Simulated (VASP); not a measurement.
# Si3Ge (I-42d) in VASP: relaxation of cell and atoms with PBE

Aim: the relaxation of cell and atoms of Si3Ge with PBE.

All numbers are computed with VASP 6.6.1; they aren't measurements. Logs are shortened: lines on timing, memory, paths and dates and some standing lists are left out, and cuts for length are marked.

## Step 1: Starting point

It takes space group I-42d (No. 122, tetragonal). The conventional cell has a = 5.490 Å, b = 5.490 Å, c = 10.980 Å, α = 90.00°, β = 90.00°, γ = 90.00°. Si (site symmetry -4) is surrounded by 4 Si at 2.38 Å. Si (site symmetry 2) has 2 Si at 2.38 Å and 2 Ge at 2.38 Å as nearest neighbours. Ge (site symmetry -4) has 4 Si at 2.38 Å as nearest neighbours.

The cell was built by a generator and needn't be a form met in nature.

## Step 2: Relaxation of cell and atoms, PBE

Input file INCAR:

```
SYSTEM = Si3Ge
PREC = Normal
ENCUT = 520
EDIFF = 1E-4
ISMEAR = 0
SIGMA = 0.15
LREAL = .False.
LASPH = .True.
NELM = 60
ALGO = Fast
ISIF = 3
LWAVE = .False.
LCHARG = .False.
GGA = PE
IBRION = 2
NSW = 24
EDIFFG = -0.08
```

Input file KPOINTS:

```
regular mesh
0
Gamma
  5 5 5
  0 0 0
```

Input file POSCAR:

```
Si3Ge
1.0
   -2.7450000000      2.7450000000      5.4900000000
    2.7450000000     -2.7450000000      5.4900000000
    2.7450000000      2.7450000000     -5.4900000000
Si Ge
6 2
Direct
    0.5000000000      0.5000000000      0.0000000000
    0.6250000000      0.6250000000      0.5000000000
    0.1250000000      0.1250000000      0.5000000000
    0.2500000000      0.7500000000      0.5000000000
    0.8750000000      0.3750000000      0.0000000000
    0.3750000000      0.8750000000      0.0000000000
    0.0000000000      0.0000000000      0.0000000000
    0.7500000000      0.2500000000      0.5000000000
```

Potentials or basis: VASP PAW PBE potentials, release 64 (Si, Ge_d).

Started as:

```sh
cat potpaw_PBE.64/Si/POTCAR potpaw_PBE.64/Ge_d/POTCAR > POTCAR
mpirun -np 1 vasp_std > vasp.out
```

OUTCAR:

```text
SYSTEM = Si3Ge
   PREC = Normal
   ENCUT = 520
   EDIFF = 1E-4
   ISMEAR = 0
   LREAL = .False.
   LASPH = .True.
   NELM = 60
   ISIF = 3
   GGA = PE
   IBRION = 2
   NSW = 24
   EDIFFG = -0.08

 ion  position               nearest neighbor table
   1  0.500  0.500  0.000-   2 2.38   5 2.38   6 2.38   3 2.38
   2  0.625  0.625  0.500-   4 2.38   7 2.38   8 2.38   1 2.38
   3  0.125  0.125  0.500-   1 2.38   4 2.38   8 2.38   7 2.38
   4  0.250  0.750  0.500-   2 2.38   3 2.38   6 2.38   5 2.38
   5  0.875  0.375  0.000-   1 2.38   4 2.38   7 2.38   8 2.38
   6  0.375  0.875  0.000-   1 2.38   7 2.38   8 2.38   4 2.38
   7  0.000  0.000  0.000-   3 2.38   5 2.38   6 2.38   2 2.38
   8  0.750  0.250  0.500-   2 2.38   3 2.38   5 2.38   6 2.38

  LATTYP: Found a body centered tetragonal cell.
 ALAT       =     5.4900000000
 C/A-ratio  =     2.0000000000

  Lattice vectors:

 A1 = (  -2.7450000000,   2.7450000000,   5.4900000000)
 A2 = (   2.7450000000,  -2.7450000000,   5.4900000000)
 A3 = (   2.7450000000,   2.7450000000,  -5.4900000000)

Analysis of symmetry for initial positions (statically):
=====================================================================
 Subroutine PRICEL returns:
 Original cell was already a primitive cell.

 Routine SETGRP: Setting up the symmetry group for a
 body centered tetragonal supercell.

 Subroutine GETGRP returns: Found  8 space group operations
 (whereof  4 operations were pure point group operations)
 out of a pool of 16 trial point group operations.

The static configuration has the point symmetry S_4 .
 The point group associated with its full space group is D_2d.

Analysis of symmetry for dynamics (positions and initial velocities):
=====================================================================
 Subroutine PRICEL returns:
 Original cell was already a primitive cell.

 Routine SETGRP: Setting up the symmetry group for a
 body centered tetragonal supercell.

 Subroutine GETGRP returns: Found  8 space group operations
 (whereof  4 operations were pure point group operations)
 out of a pool of 16 trial point group operations.

The dynamic configuration has the point symmetry S_4 .
 The point group associated with its full space group is D_2d.

 Subroutine INISYM returns: Found  8 space group operations
 (whereof  4 operations are pure point group operations),
 and found     1 'primitive' translations

----------------------------------------------------------------------------------------

                                     Primitive cell

  volume of cell :     165.4691

  direct lattice vectors                    reciprocal lattice vectors
    -2.745000000  2.745000000  5.490000000     0.000000000  0.182149362  0.091074681
     2.745000000 -2.745000000  5.490000000     0.182149362  0.000000000  0.091074681
     2.745000000  2.745000000 -5.490000000     0.182149362  0.182149362  0.000000000

  length of vectors
     6.723849344  6.723849344  6.723849344     0.203649178  0.203649178  0.257598099

  position of ions in fractional coordinates (direct lattice)
     0.500000000  0.500000000  0.000000000
     0.625000000  0.625000000  0.500000000
     0.125000000  0.125000000  0.500000000
     0.250000000  0.750000000  0.500000000
     0.875000000  0.375000000  0.000000000
     0.375000000  0.875000000  0.000000000
     0.000000000  0.000000000  0.000000000
     0.750000000  0.250000000  0.500000000

  ion indices of the primitive-cell ions
   primitive index   ion index
                 1           1
                 2           2
                 3           3
                 4           4
                 5           5
                 6           6
                 7           7
                 8           8

----------------------------------------------------------------------------------------

 KPOINTS: regular mesh

Automatic generation of k-mesh.
 Grid dimensions read from file:
 generate k-points for:    5    5    5

 Generating k-lattice:

  Cartesian coordinates                     Fractional coordinates (reciprocal lattice)
     0.000000000  0.036429872  0.018214936     0.200000000  0.000000000  0.000000000
     0.036429872  0.000000000  0.018214936     0.000000000  0.200000000  0.000000000
     0.036429872  0.036429872  0.000000000     0.000000000  0.000000000  0.200000000

  Length of vectors
     0.040729836  0.040729836  0.051519620

  Shift w.r.t. Gamma in fractional coordinates (k-lattice)
     0.000000000  0.000000000  0.000000000

 Subroutine IBZKPT returns following result:
 ===========================================

 Found     18 irreducible k-points:

 Following reciprocal coordinates:
            Coordinates               Weight
  0.000000  0.000000  0.000000      1.000000
  0.200000  0.000000  0.000000      8.000000
  0.400000  0.000000  0.000000      8.000000
  0.200000  0.200000  0.000000      8.000000
  0.400000  0.200000  0.000000     16.000000
 -0.400000  0.200000  0.000000     16.000000
[... 10 lines left out ...]
 -0.400000  0.400000  0.400000      4.000000
 -0.400000 -0.400000  0.400000      2.000000
   k-points           NKPTS =     18   k-points in BZ     NKDIM =     18   number of bands    NBANDS=     31
   number of dos      NEDOS =    301   number of ions     NIONS =      8
   total plane-waves  NPLWV =  64000
   dimension x,y,z NGX =    40 NGY =   40 NGZ =   40
   dimension x,y,z NGXF=    80 NGYF=   80 NGZF=   80
   ions per type =               6   2
   NGX,Y,Z   is equivalent  to a cutoff of   9.89,  9.89,  9.89 a.u.
   NGXF,Y,Z  is equivalent  to a cutoff of  19.78, 19.78, 19.78 a.u.
 SYSTEM =  Si3Ge
   PREC   = normal    normal or accurate (medium, high low for compatibility)
   ISTART =      0    job   : 0-new  1-cont  2-samecut
   ICHARG =      2    charge: 1-file 2-atom 10-const
   ISPIN  =      1    spin polarized calculation?
   LNONCOLLINEAR =      F non collinear calculations
   LSORBIT =      F    spin-orbit coupling
   LASPH  =      T    aspherical Exc in radial PAW
   ENCUT  =  520.0 eV  38.22 Ry    6.18 a.u.  12.50 12.50 12.50*2*pi/ulx,y,z
   NELM   =     60;   NELMIN=  2; NELMDL= -5     # of ELM steps
   EDIFF  = 0.1E-03   stopping-criterion for ELM
   LREAL  =      F    real-space projection
   EDIFFG = -.8E-01   stopping-criterion for IOM
   NSW    =     24    number of steps for IOM
   IBRION =      2    ionic relax: 0-MD 1-quasi-New 2-CG
   NFREE  =      1    steps in history (QN), initial steepest desc. (CG)
   ISIF   =      3    stress and relaxation
   ISYM   =      2    0-nonsym 1-usesym 2-fastsym
   POTIM  = 0.5000    time-step for ionic-motion
   TEBEG  =    0.0;   TEEND  =   0.0 temperature during run
   PSTRESS=    0.0 pullay stress
   NELECT =      52.0000    total number of electrons
   NUPDOWN=      -1.0000    fix difference up-down
   EMIN   =  10.00;   EMAX   =-10.00  energy-range for DOS
   EFERMI =   0.00;   METHOD = LEGACY
   ISMEAR =     0;   SIGMA  =   0.15  broadening in eV -4-tet -1-fermi 0-gaus
   EFERMI_NEDOS =   21; number of points for ismear=-14 and -15
   IALGO  =     68    algorithm
   IMIX   =      4    mixing-type and parameters
     AMIX     =   0.40;   BMIX     =  1.00
     AMIX_MAG =   1.60;   BMIX_MAG =  1.00
  volume/ion in A,a.u.               =      20.68       139.58
  Fermi-wavevector in a.u.,A,eV,Ry     =   1.113022  2.103306 16.855130  1.238817
  Thomas-Fermi vector in A             =   2.249602
   LORBIT       =      0    0 simple, 1 ext, 2 COOP (PROOUT), +10 PAW based schemes
   GGA     = PE    functional components
   LHFCALC =     F    Hartree Fock is set to
   AEXX    =    0.0000 exact exchange contribution
   IVDW    =     0    specifies the selected vdW correction
   LEPSILON=     F    determine dielectric tensor
   LRPA    =     F    only Hartree local field effects (RPA)
 conjugate gradient relaxation of ions
 non-spin polarized calculation
 RMM-DIIS sequential band-by-band and
 Gauss-broadening in eV      SIGMA  =   0.15
  energy-cutoff  :      520.00
  volume of cell :      165.47
 maximum number of plane-waves:      4493
   NGX = 25   NGY = 25   NGZ = 25

--------------------------------------- Ionic step        1  -------------------------------------------

 number of electron      52.0000049 magnetization

 Free energy of the ion-electron system (eV)
  ---------------------------------------------------
  ext. energy  EPLUGINS =         0.00000000
  ---------------------------------------------------
  free energy    TOTEN  =       -41.41328574 eV

  energy without entropy =      -41.41314738  energy(sigma->0) =      -41.41321656

------------------------ aborting loop because EDIFF is reached ----------------------------------------

  FORCE on cell =-STRESS in cart. coord.  units (eV):
  Direction    XX          YY          ZZ          XY          YZ          ZX
  --------------------------------------------------------------------------------------
  -------------------------------------------------------------------------------------
  Total        2.2139729      2.2139729      2.2111504      0.0000000      0.0000000      0.0000000
  in kB       21.4370912     21.4370912     21.4097613      0.0000000      0.0000000      0.0000000
  external PRESSURE =      21.4279812 kB  Pullay stress =       0.0000000 kB

 VOLUME and BASIS-vectors are now :
 -----------------------------------------------------------------------------
  energy-cutoff  :      520.00
  volume of cell :      165.47
      direct lattice vectors                 reciprocal lattice vectors
    -2.745000000  2.745000000  5.490000000     0.000000000  0.182149362  0.091074681
     2.745000000 -2.745000000  5.490000000     0.182149362  0.000000000  0.091074681
     2.745000000  2.745000000 -5.490000000     0.182149362  0.182149362  0.000000000
[... 169 lines left out ...]
 POSITION                                       TOTAL-FORCE (eV/Angst)
 -----------------------------------------------------------------------------------
      0.00000      0.00000      5.54558        -0.000000      0.000000     -0.000000
      1.38641      1.36632      4.15918        -0.000000     -0.291429      0.000000
      1.38641      1.40651     -1.38639        -0.000000      0.291429      0.000000
      2.77282      0.00000      2.77279        -0.000000      0.000000      0.000000
     -1.36632      1.38641      6.93197         0.291429      0.000000      0.000000
      4.13914      1.38641      1.38639        -0.291429      0.000000      0.000000
      0.00000      0.00000      0.00000        -0.000000      0.000000     -0.000000
      0.00000      2.77282      2.77279        -0.000000      0.000000      0.000000
 -----------------------------------------------------------------------------------
    total drift:                               -0.000009     -0.000009      0.000003

  FREE ENERGIE OF THE ION-ELECTRON SYSTEM (eV)
  ---------------------------------------------------
  free  energy   TOTEN  =       -41.4651187638 eV

  energy  without entropy=      -41.4650426228  energy(sigma->0) =      -41.46508069

--------------------------------------- Ionic step        6  -------------------------------------------

 number of electron      52.0000019 magnetization

 Free energy of the ion-electron system (eV)
  ---------------------------------------------------
  ext. energy  EPLUGINS =         0.00000000
  ---------------------------------------------------
  free energy    TOTEN  =       -41.48227819 eV

  energy without entropy =      -41.48218372  energy(sigma->0) =      -41.48223096

 E-fermi :   5.6280     XC(G=0):  -9.4497

 val. band max:        5.3382107630   @ k =   0.0000   0.0000   0.0000
 cond. band min:       5.9340514597   @ k =  -0.2000  -0.2000   0.2000
 fundamental gap:      0.5958406967
 Fermi energy:         5.6280412232

 k-point     1 :       0.0000    0.0000    0.0000
  band No.  band energies     occupation
      1     -18.8788      2.00000
      2     -18.8788      2.00000
      3     -18.8774      2.00000
      4     -18.8740      2.00000
      5     -18.8721      2.00000
      6     -18.8721      2.00000
[... 623 lines left out ...]
 POSITION                                       TOTAL-FORCE (eV/Angst)
 -----------------------------------------------------------------------------------
      0.00000      0.00000      5.53521        -0.000000      0.000000      0.000000
      1.38402      1.34179      4.15141        -0.000000     -0.032514     -0.000000
      1.38402      1.42625     -1.38380        -0.000000      0.032514      0.000000
      2.76803      0.00000      2.76761        -0.000000      0.000000      0.000000
     -1.34179      1.38402      6.91901         0.032514      0.000000      0.000000
      4.10982      1.38402      1.38380        -0.032514      0.000000     -0.000000
      2.76803     -2.76803      5.53521        -0.000000      0.000000     -0.000000
      0.00000      2.76803      2.76761        -0.000000      0.000000     -0.000000
 -----------------------------------------------------------------------------------
    total drift:                               -0.000004     -0.000004      0.000007

  FREE ENERGIE OF THE ION-ELECTRON SYSTEM (eV)
  ---------------------------------------------------
  free  energy   TOTEN  =       -41.4822781889 eV

  energy  without entropy=      -41.4821837212  energy(sigma->0) =      -41.48223096

 reached required accuracy - stopping structural energy minimisation
```

Run time: 4 min. Hardware: 1 thread of Intel Xeon Platinum 8375C at 2.90GHz (Ice Lake), shared host; peak memory 0.29 GiB.

Results:

```yaml
Free_energy: -41.4823 eV
Relaxed_volume: 21.21 Å³/atom
Relaxed_cell: a = 6.780 Å, b = 6.780 Å, c = 6.780 Å, α = 131.81°, β = 131.81°, γ = 70.54°
Space_group_after_relaxing_to_0.05_Å: I-42d (No. 122)
Energy_gained_by_relaxing: 8.6 meV/atom
Ionic_steps: 6
Pressure_after_relaxing: -0.3 GPa
Largest_force_after_relaxing: 0.033 eV/Å
Band_gap_on_the_k_mesh: 0.60 eV, indirect (least direct gap 0.68 eV)
```

Forces on the atoms (eV/Å):
```
Si   0.000  0.000  0.000
Si   0.000 -0.033  0.000
Si   0.000  0.033  0.000
Si   0.000  0.000  0.000
Si   0.033  0.000  0.000
Si  -0.033  0.000  0.000
Ge   0.000  0.000  0.000
Ge   0.000  0.000  0.000
```

The path:
```csv
step,energy change (eV),largest force (eV/Å),pressure (GPa),volume (Å³)
1,0.0000,0.5409,2.14,165.47
2,-0.0476,0.2194,-1.14,172.18
3,-0.0518,0.2876,-0.89,170.65
4,-0.0517,0.2995,-0.44,170.38
5,-0.0518,0.2914,-1.03,170.55
6,-0.0690,0.0325,-0.28,169.64
```

Final structure:
```yaml
crystal:
  lattice:
    - [-2.76803, 2.76803, 5.53521]
    - [2.76803, -2.76803, 5.53521]
    - [2.76803, 2.76803, -5.53521]
  atoms:
    - { symbol: Si, position: [0.50000, 0.50000, 0.00000] }
    - { symbol: Si, position: [0.61737, 0.62500, 0.49237] }
    - { symbol: Si, position: [0.13263, 0.12500, 0.50763] }
    - { symbol: Si, position: [0.25000, 0.75000, 0.50000] }
    - { symbol: Si, position: [0.87500, 0.38263, 0.00763] }
    - { symbol: Si, position: [0.37500, 0.86737, 0.99237] }
    - { symbol: Ge, position: [0.00000, 0.00000, 0.00000] }
    - { symbol: Ge, position: [0.75000, 0.25000, 0.50000] }
```

Caveat: an odd mesh through Γ misses points on the zone boundary, where band edges often lie; the relaxation stopped at a loose force limit of 0.08 eV/Å, so its end isn't a converged minimum.
